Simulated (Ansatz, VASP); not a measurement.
## Two plane-wave programs on TaN

The input INCAR:

```
SYSTEM = TaN
PREC     = Accurate       ! precision mode
ENCUT    = 520            ! plane-wave cutoff, eV
EDIFF    = 1E-6           ! SCF threshold, eV
ISMEAR   = -1             ! smearing method
SIGMA    = 0.05           ! smearing width, eV
LREAL    = .False.        ! projectors in reciprocal space
LASPH    = .True.         ! aspherical terms in the spheres
NELM     = 100            ! most SCF steps
ALGO     = Normal         ! electronic algorithm
ISIF     = 2              ! what is computed and relaxed
LWAVE    = .False.        ! write WAVECAR
LCHARG   = .True.         ! write CHGCAR
GGA      = PE             ! functional
LELF     = .True.         ! ELF
LVHAR    = .True.       
NBANDS   = 15             ! bands
```

File KPOINTS:

```
regular mesh
0
Gamma
  10 10 9
  0 0 0
```

The input POSCAR:

```
TaN
1.0
    2.9766634530      0.0000000000      0.0000000000
   -1.4883317214      2.5778661713      0.0000000000
    0.0000000000      0.0000000000      2.9209408003
Ta N
1 1
Direct
    0.3333333333      0.6666666667      0.5000000000
    0.0000000000      0.0000000000      0.0000000000
```

Contents of input.yaml:

```yaml
crystal:
  lattice:
    - [2.976663453, 0.0, 0.0]
    - [-1.4883317214, 2.5778661713, 0.0]
    - [0.0, 0.0, 2.9209408003]
  atoms:
    - { symbol: Ta, position: [0.3333333333, 0.6666666667, 0.5] }
    - { symbol: "N", position: [0.0, 0.0, 0.0] }
hamiltonian:
  xc: pbe
  pseudopotentials: { kind: paw }
kpoints:
  mp_grid: { grid: [10, 10, 9] }
scf:
  occupations: { method: fermi_dirac, width: 0.05 }
output:
  forces: true
  stress: true
  eigenvalues: true
  write_density: true
  write_potential: true
  elf: true
  volumetric_format: npy
```

Alike in both runs: task single point; functional PBE; k mesh 10 × 10 × 9; occupations fermi-dirac, width 0.05 eV; no spin polarisation.

|  | VASP | Ansatz |
| --- | --- | --- |
| version | VASP 6.6.1 | Ansatz 0.2.0 |
| potentials or method | VASP PAW PBE potentials, release 64 (Ta_pv, N) | Ansatz PAW |
| plane-wave cutoff (eV) | 520 | 420 |
| valence electrons in the cell | 16 | 18 |

```csv
,VASP,Ansatz,Ansatz less VASP
gap on the k mesh at the Fermi level (eV),none,none,-
pressure (GPa),-7.7,-8.2,-0.57
largest component of the traceless stress (GPa),0.20,0.29,+0.093
```

A gap of «none» marks a metal or a gap that the smearing closes. The two sets of potentials don't hold the same shells in valence.

Caveats: the pressure holds a Pulay correction of +0.4 GPa for the finite cutoff (Ansatz). Spin-orbit coupling is left out, which matters for the levels of Ta.
